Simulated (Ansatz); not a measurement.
GeTe (alpha-GeTe type, space group R3m)

```xyz
2
Lattice="2.0935 1.2087 3.6868 -2.0935 1.2087 3.6868 0.0000 -2.4174 3.6868" Properties=species:S:1:pos:R:3 pbc="T T T"
Ge     0.0000     0.0000     2.5643
Te     0.0000     0.0000     8.4961
```

E(V) scan at fixed shape, V₀ the volume above. The atoms relax within the cell's symmetry.

The numbers are results of r2SCAN (plane waves to 500 eV, PAW, scalar-relativistic; Ansatz, a program for electronic structure), not measurements. k mesh 10×10×10 (Γ-centred), Fermi-Dirac smearing 0.05 eV. Stress and pressure are positive under compression. GeTe was relaxed with its symmetry unable to fall. Spin-orbit coupling is left out, though Te is heavy.

At one point of the scan the stress tensor (GPa) is:

```
   -4.0      0.0      0.0
    0.0     -4.0      0.0
    0.0      0.0     -1.8
```

### Question
Which point is it?
A) V/V₀ = 1.128
B) V/V₀ = 1.096
C) V/V₀ = 1.032
D) V/V₀ = 1.160

### Answer
A, V/V₀ = 1.128

(A scan under strain: stresses follow from slopes of the energy per volume, elastic moduli from its curvatures.)
